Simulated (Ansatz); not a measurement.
**TaN (Fm-3m): one cell, many starting occupations (series 2)**

Aim: start the open shells of TaN (Fm-3m) from different occupation matrices at one fixed cell, and see in which states the SCF ends. Cell and atoms stay fixed.

Program: Ansatz 0.2.0. Level of theory: DFT LDA+U (U_eff = 2 eV on Ta d), plane waves, PAW, no spin–orbit coupling unless a run says so. These are calculated values, not measurements.

## (1) The system as given

The structure is cubic, space group Fm-3m (No. 225). Conventional cell: a = 4.358 Å, b = 4.358 Å, c = 4.358 Å, α = 90.00°, β = 90.00°, γ = 90.00°. Ta (site symmetry m-3m) has 6 N at 2.18 Å as nearest neighbours. Around N (site symmetry m-3m) lie 6 Ta at 2.18 Å.

As a file:

```cif
data_structure
_symmetry_space_group_name_H-M 'Fm-3m'
_symmetry_Int_Tables_number 225
_cell_length_a 4.3580
_cell_length_b 4.3580
_cell_length_c 4.3580
_cell_angle_alpha 90.000
_cell_angle_beta 90.000
_cell_angle_gamma 90.000
_cell_volume 82.77
loop_
_atom_site_label
_atom_site_type_symbol
_atom_site_symmetry_multiplicity
_atom_site_Wyckoff_symbol
_atom_site_fract_x
_atom_site_fract_y
_atom_site_fract_z
_atom_site_occupancy
Ta1 Ta 4 b 0.00000 0.00000 0.50000 1
N1 N 4 a 0.00000 0.00000 0.00000 1
```

Magnetic order typed: antiferromagnetic, doubled cell 0 0 1/2.

The runs: random orbitals: single harmonics, second filling; random orbitals: fully mixed, first filling; random orbitals: single harmonics, first filling; random orbitals: fully mixed, one electron fewer; random orbitals: drawn by pairs, second filling.

An earlier series on this cell reached its lowest free state from «natural orbitals of the symmetric run, filled by rank», perhaps among other starts (it ended without moments).

## (2) Random orbitals: single harmonics, second filling

input.yaml

```yaml
crystal:
  lattice:
    - [0.0, 2.17900131, 2.17900131]
    - [2.17900131, 0.0, 2.17900131]
    - [4.35800262, 4.35800262, 0.0]
  atoms:
    - { symbol: Ta, position: [0.5, 0.5, 0.25], spin: 0.3 }
    - { symbol: "N", position: [0.0, 0.0, 0.0] }
    - { symbol: Ta, position: [0.5, 0.5, 0.75], spin: -0.3 }
    - { symbol: "N", position: [0.0, 0.0, 0.5] }
basis:
  ecutwfc: 420
  ecutrho_ratio: 4
kpoints:
  mp_grid: { grid: [7, 7, 7] }
hamiltonian:
  xc: lda
  hubbard:
    sites:
      - { site: 0, l: d, u_eff: 2.0, starting_ns: [{ spin: up, occupation_matrix: s0up }, { spin: down, occupation_matrix: s0down }] }
      - { site: 2, l: d, u_eff: 2.0, starting_ns: [{ spin: up, occupation_matrix: s2up }, { spin: down, occupation_matrix: s2down }] }
    occupation_matrices:
      s0up:
        matrix:
          - [0.02, 0.0, 0.0, 0.0, 0.0]
          - [0.0, 0.97, 0.0, 0.0, 0.0]
          - [0.0, 0.0, 0.02, 0.0, 0.0]
          - [0.0, 0.0, 0.0, 0.02, 0.0]
          - [0.0, 0.0, 0.0, 0.0, 0.02]
      s0down:
        matrix:
          - [0.97, 0.0, 0.0, 0.0, 0.0]
          - [0.0, 0.02, 0.0, 0.0, 0.0]
          - [0.0, 0.0, 0.02, 0.0, 0.0]
          - [0.0, 0.0, 0.0, 0.02, 0.0]
          - [0.0, 0.0, 0.0, 0.0, 0.02]
      s2up:
        matrix:
          - [0.97, 0.0, 0.0, 0.0, 0.0]
          - [0.0, 0.02, 0.0, 0.0, 0.0]
          - [0.0, 0.0, 0.02, 0.0, 0.0]
          - [0.0, 0.0, 0.0, 0.02, 0.0]
          - [0.0, 0.0, 0.0, 0.0, 0.02]
      s2down:
        matrix:
          - [0.02, 0.0, 0.0, 0.0, 0.0]
          - [0.0, 0.97, 0.0, 0.0, 0.0]
          - [0.0, 0.0, 0.02, 0.0, 0.0]
          - [0.0, 0.0, 0.0, 0.02, 0.0]
          - [0.0, 0.0, 0.0, 0.0, 0.02]
    ns_hold: { iters: 12 }
scf:
  occupations: { method: gaussian, width: 0.05 }
  lower_state_search: "off"
  max_iter: 150
output:
  forces: true
  stress: true
  eigenvalues: true
  populations: true
  hubbard: { sites: [{ site: 0, l: d }, { site: 2, l: d }] }
magnetization:
  spin_polarized: true
```

The typed matrices put 0.97 on the chosen orbitals and 0.02 on the others, and are held for 12 cycles.

Command:

```bash
$ ansatz run input.yaml --threads 2 --pin off --max-ram 3072MiB --backend cpu --events-out ev --progress --plain --runs-dir out
```

Output, shortened:

```text
Warning: crystal.symmetry: narrowed to the stabiliser of the occupation matrices — unitary ops 12 → 2, anti-unitary 12 → 2; lowered by the specified shells (site 0, l: d), (site 2, l: d); largest admitted image defect 4.4e-16, smallest excluded 7.1e-1 — at a splitting's scale: the group [...]
Warning: RAYON_NUM_THREADS=2 ignored (pool sized by the plan → 2); use --threads N
Ta: projections on atomic orbitals take those of the free atom [Kr 4d10 4f14] 5s2 5p6 5d3 6s2, of charge +0.00 (hamiltonian.pseudopotentials.projection_atoms); the dataset's partial waves leave at most 6.0e-5 of an orbital's norm unspanned inside its sphere
N: projections on atomic orbitals take those of the free atom [He] 2s2 2p3, of charge +0.00 (hamiltonian.pseudopotentials.projection_atoms); the dataset's partial waves leave at most 9.3e-9 of an orbital's norm unspanned inside its sphere
[...]
Pseudopotentials: kind: paw
Pseudopotential: Ta, paw, valence charge 13, recommended cutoff 420 eV (normal), Ta.paw.azcp
Pseudopotential: N, paw, valence charge 5, recommended cutoff 420 eV (normal), N.paw.azcp
Functional definition: SPW92
[...]
Crystal: 4 atoms, lattice volume = 41.384 Å³
Basis set: ecut = 420 eV, 821 PW (Γ)
Bands: 23, of which v1, the nominal top of the filled ones, is band 18 counted from 1 (17 counted from 0)
Symmetry: 2 space group operations
k-points: 172 of 343
[...]
Starting moments: Σ|m| = 0.6 μB on 2 of 4 sites
[...]
the translation (0, 0, 0.5) carries every atom to within crystal.symmetry.tolerance of an atom of its element with the starting moment reversed, but both spin channels are solved: the dense FFT box has an odd point count along it
[...]
WARN: the starting moments were not kept: the SCF closed with an absolute magnetisation of 1.0e-5 μB, where they sum to 0.6 μB in size (2 sites). That is at most 0.1 of that sum. Measured as dr2_m measures the in/out step, that magnetisation stands 1.5e-11 eV from none, at or under the [...]
WARN: hamiltonian.hubbard: on 4 of 4 specified blocks the occupation matrix of this SCF's result fails the test of the specified filling. At site 0 ↑ (sites count from 0 in the list of atoms of the cell that this SCF solves) the least filled combination of the orbitals specified full has [...]
  atom   4  N      0.00000005     0.00000005    -0.00000005
[...]
--- Stress (GPa, compression-positive) ---
       -0.832261      -0.515562       0.515604
       -0.515562      -0.832193       0.515541
        0.515604       0.515541      -0.832228
  P = ⅓ Tr σ = -0.8322 GPa (-8.322 kbar)
--- Band table (eV; the first three rows and the last of 344) ---
[... band rows left out ...]
[...]
Occupation matrices written to <dir>
--- Löwdin populations: 4 sites ---
  site symbol       q [e]    m [muB]
     0     Ta     12.2166     0.0000
     1      N      5.7064     0.0000
     2     Ta     12.2166    -0.0000
     3      N      5.7064     0.0000
  spilling = 0.004277 (of n_electrons = 36.000000)
--- Occupation matrices: 2 shells (run DFT+U table (all-electron-ortho-atomic); ε = 1.51e-3) ---
  Ta0 d_5D: site group Oh (m-3m); on the run's cell D3d (-3m)
  Ta0 d_5D up     Tr n = 1.9077  λ = 0.307 0.307 0.431 0.431 0.431  [2× z2 0.50 (Eg 1.00) Eg(1.00)/Eg(1.00) | 3× xz 0.33 (T2g 1.00) T2g(1.00)/Eg(0.67)]
  Ta0 d_5D dn     Tr n = 1.9077  λ = 0.307 0.307 0.431 0.431 0.431  [2× z2 0.50 (Eg 1.00) Eg(1.00)/Eg(1.00) | 3× xz 0.33 (T2g 1.00) T2g(1.00)/Eg(0.67)]
  specified occupation → Ta0 d_5D up: matrix, ‖Δ‖_F = 0.8905, Tr Δ = -0.8577, displaced = 0.9675, d_λ = 0.8904; orbital distance = 0.8165
  specified occupation → Ta0 d_5D dn: matrix, ‖Δ‖_F = 1.0148, Tr Δ = -0.8577, displaced = 1.0920, d_λ = 0.8904; orbital distance = 1.1547
  Ta2 d_5D: site group Oh (m-3m); on the run's cell D3d (-3m)
  Ta2 d_5D up     Tr n = 1.9077  λ = 0.307 0.307 0.431 0.431 0.431  [2× z2 0.50 (Eg 1.00) Eg(1.00)/Eg(1.00) | 3× xz 0.33 (T2g 1.00) T2g(1.00)/Eg(0.67)]
  Ta2 d_5D dn     Tr n = 1.9077  λ = 0.307 0.307 0.431 0.431 0.431  [2× z2 0.50 (Eg 1.00) Eg(1.00)/Eg(1.00) | 3× xz 0.33 (T2g 1.00) T2g(1.00)/Eg(0.67)]
  specified occupation → Ta2 d_5D up: matrix, ‖Δ‖_F = 1.0148, Tr Δ = -0.8577, displaced = 1.0920, d_λ = 0.8904; orbital distance = 1.1547
  specified occupation → Ta2 d_5D dn: matrix, ‖Δ‖_F = 0.8905, Tr Δ = -0.8577, displaced = 0.9675, d_λ = 0.8904; orbital distance = 0.8165
  Tr n, λ and their labels are of the run-group-symmetrised matrices; stabiliser: 48 of 48 elements of G0×{1,Θ} (closed), max defect 5.5e-6 at τ = 3.2e-4
```

Run time: 41 s. Hardware: 2 threads of Arm Neoverse V2, shared host; peak memory 0.62 GiB.

Result: no gap, pressure -0.8 GPa, no moment over 0.05 μB in any sphere, largest force component 0.00 eV/Å, 2 symmetry operations imposed. The program reports that the typed filling wasn't kept.

How the shells are filled (orbitals counted by the eigenvalues of the occupation matrices):

| shell | channel | electrons | over 0.8 | 0.2 to 0.8 | under 0.2 |
| --- | --- | --- | --- | --- | --- |
| Ta 5d (atom 1) | up | 1.91 | 0 | 5 | 0 |
| Ta 5d (atom 1) | down | 1.91 | 0 | 5 | 0 |

## (3) Random orbitals: fully mixed, first filling

input.yaml

```yaml
crystal:
  lattice:
    - [0.0, 2.17900131, 2.17900131]
    - [2.17900131, 0.0, 2.17900131]
    - [4.35800262, 4.35800262, 0.0]
  atoms:
    - { symbol: Ta, position: [0.5, 0.5, 0.25], spin: 2.0 }
    - { symbol: "N", position: [0.0, 0.0, 0.0] }
    - { symbol: Ta, position: [0.5, 0.5, 0.75], spin: -2.0 }
    - { symbol: "N", position: [0.0, 0.0, 0.5] }
basis:
  ecutwfc: 420
  ecutrho_ratio: 4
kpoints:
  mp_grid: { grid: [7, 7, 7] }
hamiltonian:
  xc: lda
  hubbard:
    sites:
      - { site: 0, l: d, u_eff: 2.0, starting_ns: [{ spin: up, occupation_matrix: s0up }, { spin: down, occupation_matrix: s0down }] }
      - { site: 2, l: d, u_eff: 2.0, starting_ns: [{ spin: up, occupation_matrix: s2up }, { spin: down, occupation_matrix: s2down }] }
    occupation_matrices:
      s0up:
        matrix:
          - [0.44571, 0.23798, 0.40588, 0.00346, -0.04255]
          - [0.23798, 0.16199, 0.22922, 0.05272, 0.05265]
          - [0.40588, 0.22922, 0.40758, 0.01651, -0.02069]
          - [0.00346, 0.05272, 0.01651, 0.30809, 0.43316]
          - [-0.04255, 0.05265, -0.02069, 0.43316, 0.67663]
      s0down:
        matrix:
          - [0.02, 0.0, 0.0, 0.0, 0.0]
          - [0.0, 0.02, 0.0, 0.0, 0.0]
          - [0.0, 0.0, 0.02, 0.0, 0.0]
          - [0.0, 0.0, 0.0, 0.02, 0.0]
          - [0.0, 0.0, 0.0, 0.0, 0.02]
      s2up:
        matrix:
          - [0.02, 0.0, 0.0, 0.0, 0.0]
          - [0.0, 0.02, 0.0, 0.0, 0.0]
          - [0.0, 0.0, 0.02, 0.0, 0.0]
          - [0.0, 0.0, 0.0, 0.02, 0.0]
          - [0.0, 0.0, 0.0, 0.0, 0.02]
      s2down:
        matrix:
          - [0.43094, -0.18747, 0.04449, 0.23547, 0.35909]
          - [-0.18747, 0.48769, 0.22913, -0.33726, 0.1555]
          - [0.04449, 0.22913, 0.18762, -0.12451, 0.2473]
          - [0.23547, -0.33726, -0.12451, 0.29315, 0.01373]
          - [0.35909, 0.1555, 0.2473, 0.01373, 0.6006]
    ns_hold: { iters: 12 }
scf:
  occupations: { method: gaussian, width: 0.05 }
  lower_state_search: "off"
  max_iter: 150
output:
  forces: true
  stress: true
  eigenvalues: true
  populations: true
  hubbard: { sites: [{ site: 0, l: d }, { site: 2, l: d }] }
magnetization:
  spin_polarized: true
```

The typed matrices are held for 12 cycles.

Command:

```bash
$ ansatz run input.yaml --threads 2 --pin off --max-ram 3072MiB --backend cpu --events-out ev --progress --plain --runs-dir out
```

Output, shortened:

```text
Warning: crystal.symmetry: narrowed to the stabiliser of the occupation matrices — unitary ops 12 → 2, anti-unitary 12 → 0; lowered by the specified shells (site 0, l: d), (site 2, l: d); largest admitted image defect 2.2e-16, smallest excluded 4.3e-1 — at a splitting's scale: the group [...]
Warning: RAYON_NUM_THREADS=2 ignored (pool sized by the plan → 2); use --threads N
Ta: projections on atomic orbitals take those of the free atom [Kr 4d10 4f14] 5s2 5p6 5d3 6s2, of charge +0.00 (hamiltonian.pseudopotentials.projection_atoms); the dataset's partial waves leave at most 6.0e-5 of an orbital's norm unspanned inside its sphere
N: projections on atomic orbitals take those of the free atom [He] 2s2 2p3, of charge +0.00 (hamiltonian.pseudopotentials.projection_atoms); the dataset's partial waves leave at most 9.3e-9 of an orbital's norm unspanned inside its sphere
[...]
Pseudopotentials: kind: paw
Pseudopotential: Ta, paw, valence charge 13, recommended cutoff 420 eV (normal), Ta.paw.azcp
Pseudopotential: N, paw, valence charge 5, recommended cutoff 420 eV (normal), N.paw.azcp
Functional definition: SPW92
[...]
Crystal: 4 atoms, lattice volume = 41.384 Å³
Basis set: ecut = 420 eV, 821 PW (Γ)
Bands: 24, of which v1, the nominal top of the filled ones, is band 18 counted from 1 (17 counted from 0)
[...]
WARN: the starting moments were not kept: the SCF closed with an absolute magnetisation of 1.1e-5 μB, where they sum to 4 μB in size (2 sites). That is at most 0.1 of that sum. Measured as dr2_m measures the in/out step, that magnetisation stands 2.0e-11 eV from none, at or under the [...]
WARN: hamiltonian.hubbard: on 2 of 4 specified blocks the occupation matrix of this SCF's result fails the test of the specified filling. At site 0 ↑ (sites count from 0 in the list of atoms of the cell that this SCF solves) the least filled combination of the orbitals specified full has [...]
     3      N      5.7064    -0.0000
  spilling = 0.004277 (of n_electrons = 36.000000)
--- Occupation matrices: 2 shells (run DFT+U table (all-electron-ortho-atomic); ε = 8.31e-4) ---
  Ta0 d_5D: site group Oh (m-3m); on the run's cell D3d (-3m)
  Ta0 d_5D up     Tr n = 1.9077  λ = 0.307 0.307 0.431 0.431 0.431  [2× z2 0.50 (Eg 1.00) Eg(1.00)/Eg(1.00) | 3× xz 0.33 (T2g 1.00) T2g(1.00)/Eg(0.67)]
  Ta0 d_5D dn     Tr n = 1.9077  λ = 0.307 0.307 0.431 0.431 0.431  [2× z2 0.50 (Eg 1.00) Eg(1.00)/Eg(1.00) | 3× xz 0.33 (T2g 1.00) T2g(1.00)/Eg(0.67)]
  specified occupation → Ta0 d_5D up: matrix, ‖Δ‖_F = 1.0449, Tr Δ = +0.0923, displaced = 1.1324, d_λ = 0.9558; orbital distance = 1.2915
  specified occupation → Ta0 d_5D dn: matrix, ‖Δ‖_F = 0.8199, Tr Δ = -1.8077, displaced = 0.9038, d_λ = 0.8199; orbital distance = 0.0000
  Ta2 d_5D: site group Oh (m-3m); on the run's cell D3d (-3m)
  Ta2 d_5D up     Tr n = 1.9077  λ = 0.307 0.307 0.431 0.431 0.431  [2× z2 0.50 (Eg 1.00) Eg(1.00)/Eg(1.00) | 3× xz 0.33 (T2g 1.00) T2g(1.00)/Eg(0.67)]
  Ta2 d_5D dn     Tr n = 1.9077  λ = 0.307 0.307 0.431 0.431 0.431  [2× z2 0.50 (Eg 1.00) Eg(1.00)/Eg(1.00) | 3× xz 0.33 (T2g 1.00) T2g(1.00)/Eg(0.67)]
  specified occupation → Ta2 d_5D up: matrix, ‖Δ‖_F = 0.8199, Tr Δ = -1.8077, displaced = 0.9038, d_λ = 0.8199; orbital distance = 0.0000
  specified occupation → Ta2 d_5D dn: matrix, ‖Δ‖_F = 1.0416, Tr Δ = +0.0923, displaced = 1.1264, d_λ = 0.9558; orbital distance = 1.2758
  Tr n, λ and their labels are of the run-group-symmetrised matrices; stabiliser: 48 of 48 elements of G0×{1,Θ} (closed), max defect 7.3e-6 at τ = 1.8e-4
```

Run time: 39 s. Hardware: 2 threads of Arm Neoverse V2, shared host; peak memory 0.63 GiB.

Result: no gap, pressure -0.8 GPa, no moment over 0.05 μB in any sphere, largest force component 0.00 eV/Å, 2 symmetry operations imposed. The program reports that the typed filling wasn't kept.

The shells' filling, with natural orbitals sorted by occupation:

| shell | channel | electrons | over 0.8 | 0.2 to 0.8 | under 0.2 |
| --- | --- | --- | --- | --- | --- |
| Ta 5d (atom 1) | up | 1.91 | 0 | 5 | 0 |
| Ta 5d (atom 1) | down | 1.91 | 0 | 5 | 0 |

## (4) Random orbitals: single harmonics, first filling

input.yaml: that of step 3 with these lines changed.

```diff
@@ -24,7 +24,7 @@
         matrix:
-          - [0.44571, 0.23798, 0.40588, 0.00346, -0.04255]
-          - [0.23798, 0.16199, 0.22922, 0.05272, 0.05265]
-          - [0.40588, 0.22922, 0.40758, 0.01651, -0.02069]
-          - [0.00346, 0.05272, 0.01651, 0.30809, 0.43316]
-          - [-0.04255, 0.05265, -0.02069, 0.43316, 0.67663]
+          - [0.97, 0.0, 0.0, 0.0, 0.0]
+          - [0.0, 0.02, 0.0, 0.0, 0.0]
+          - [0.0, 0.0, 0.02, 0.0, 0.0]
+          - [0.0, 0.0, 0.0, 0.02, 0.0]
+          - [0.0, 0.0, 0.0, 0.0, 0.97]
       s0down:
@@ -45,7 +45,7 @@
         matrix:
-          - [0.43094, -0.18747, 0.04449, 0.23547, 0.35909]
-          - [-0.18747, 0.48769, 0.22913, -0.33726, 0.1555]
-          - [0.04449, 0.22913, 0.18762, -0.12451, 0.2473]
-          - [0.23547, -0.33726, -0.12451, 0.29315, 0.01373]
-          - [0.35909, 0.1555, 0.2473, 0.01373, 0.6006]
+          - [0.02, 0.0, 0.0, 0.0, 0.0]
+          - [0.0, 0.97, 0.0, 0.0, 0.0]
+          - [0.0, 0.0, 0.02, 0.0, 0.0]
+          - [0.0, 0.0, 0.0, 0.02, 0.0]
+          - [0.0, 0.0, 0.0, 0.0, 0.97]
     ns_hold: { iters: 12 }
```

The typed matrices put 0.97 on the chosen orbitals and 0.02 on the others, and are held for 12 cycles.

Command:

```bash
$ ansatz run input.yaml --threads 2 --pin off --max-ram 3072MiB --backend cpu --events-out ev --progress --plain --runs-dir out
```

Output, shortened:

```text
Warning: crystal.symmetry: narrowed to the stabiliser of the occupation matrices — unitary ops 12 → 2, anti-unitary 12 → 0; lowered by the specified shells (site 0, l: d), (site 2, l: d); largest admitted image defect 4.4e-16, smallest excluded 9.5e-1 — at a splitting's scale: the group [...]
Warning: RAYON_NUM_THREADS=2 ignored (pool sized by the plan → 2); use --threads N
Ta: projections on atomic orbitals take those of the free atom [Kr 4d10 4f14] 5s2 5p6 5d3 6s2, of charge +0.00 (hamiltonian.pseudopotentials.projection_atoms); the dataset's partial waves leave at most 6.0e-5 of an orbital's norm unspanned inside its sphere
N: projections on atomic orbitals take those of the free atom [He] 2s2 2p3, of charge +0.00 (hamiltonian.pseudopotentials.projection_atoms); the dataset's partial waves leave at most 9.3e-9 of an orbital's norm unspanned inside its sphere
[...]
Pseudopotentials: kind: paw
Pseudopotential: Ta, paw, valence charge 13, recommended cutoff 420 eV (normal), Ta.paw.azcp
Pseudopotential: N, paw, valence charge 5, recommended cutoff 420 eV (normal), N.paw.azcp
Functional definition: SPW92
[...]
Crystal: 4 atoms, lattice volume = 41.384 Å³
Basis set: ecut = 420 eV, 821 PW (Γ)
Bands: 24, of which v1, the nominal top of the filled ones, is band 18 counted from 1 (17 counted from 0)
[...]
WARN: the starting moments were not kept: the SCF closed with an absolute magnetisation of 6.0e-6 μB, where they sum to 4 μB in size (2 sites). That is at most 0.1 of that sum. Measured as dr2_m measures the in/out step, that magnetisation stands 5.9e-12 eV from none, at or under the [...]
WARN: hamiltonian.hubbard: on 2 of 4 specified blocks the occupation matrix of this SCF's result fails the test of the specified filling. At site 0 ↑ (sites count from 0 in the list of atoms of the cell that this SCF solves) the least filled combination of the orbitals specified full has [...]
     3      N      5.7064    -0.0000
  spilling = 0.004277 (of n_electrons = 36.000000)
--- Occupation matrices: 2 shells (run DFT+U table (all-electron-ortho-atomic); ε = 4.58e-4) ---
  Ta0 d_5D: site group Oh (m-3m); on the run's cell D3d (-3m)
  Ta0 d_5D up     Tr n = 1.9077  λ = 0.307 0.307 0.431 0.431 0.431  [2× z2 0.50 (Eg 1.00) Eg(1.00)/Eg(1.00) | 3× xz 0.33 (T2g 1.00) T2g(1.00)/Eg(0.67)]
  Ta0 d_5D dn     Tr n = 1.9077  λ = 0.307 0.307 0.431 0.431 0.431  [2× z2 0.50 (Eg 1.00) Eg(1.00)/Eg(1.00) | 3× xz 0.33 (T2g 1.00) T2g(1.00)/Eg(0.67)]
  specified occupation → Ta0 d_5D up: matrix, ‖Δ‖_F = 1.0727, Tr Δ = +0.0923, displaced = 1.1557, d_λ = 0.9558; orbital distance = 1.4142
  specified occupation → Ta0 d_5D dn: matrix, ‖Δ‖_F = 0.8199, Tr Δ = -1.8077, displaced = 0.9038, d_λ = 0.8199; orbital distance = 0.0000
  Ta2 d_5D: site group Oh (m-3m); on the run's cell D3d (-3m)
  Ta2 d_5D up     Tr n = 1.9077  λ = 0.307 0.307 0.431 0.431 0.431  [2× z2 0.50 (Eg 1.00) Eg(1.00)/Eg(1.00) | 3× xz 0.33 (T2g 1.00) T2g(1.00)/Eg(0.67)]
  Ta2 d_5D dn     Tr n = 1.9077  λ = 0.307 0.307 0.431 0.431 0.431  [2× z2 0.50 (Eg 1.00) Eg(1.00)/Eg(1.00) | 3× xz 0.33 (T2g 1.00) T2g(1.00)/Eg(0.67)]
  specified occupation → Ta2 d_5D up: matrix, ‖Δ‖_F = 0.8199, Tr Δ = -1.8077, displaced = 0.9038, d_λ = 0.8199; orbital distance = 0.0000
  specified occupation → Ta2 d_5D dn: matrix, ‖Δ‖_F = 0.9560, Tr Δ = +0.0923, displaced = 1.0311, d_λ = 0.9558; orbital distance = 0.8165
  Tr n, λ and their labels are of the run-group-symmetrised matrices; stabiliser: 48 of 48 elements of G0×{1,Θ} (closed), max defect 4.3e-6 at τ = 9.7e-5
```

It took 40 s on 2 threads of Arm Neoverse V2, shared host; peak memory 0.63 GiB.

End state: no gap, pressure -0.8 GPa, no moment over 0.05 μB in any sphere, largest force component 0.00 eV/Å, 2 symmetry operations imposed. The program reports that the typed filling wasn't kept.

The shells' filling, with natural orbitals sorted by occupation:

| shell | channel | electrons | over 0.8 | 0.2 to 0.8 | under 0.2 |
| --- | --- | --- | --- | --- | --- |
| Ta 5d (atom 1) | up | 1.91 | 0 | 5 | 0 |
| Ta 5d (atom 1) | down | 1.91 | 0 | 5 | 0 |

[end of part 1 of 2]
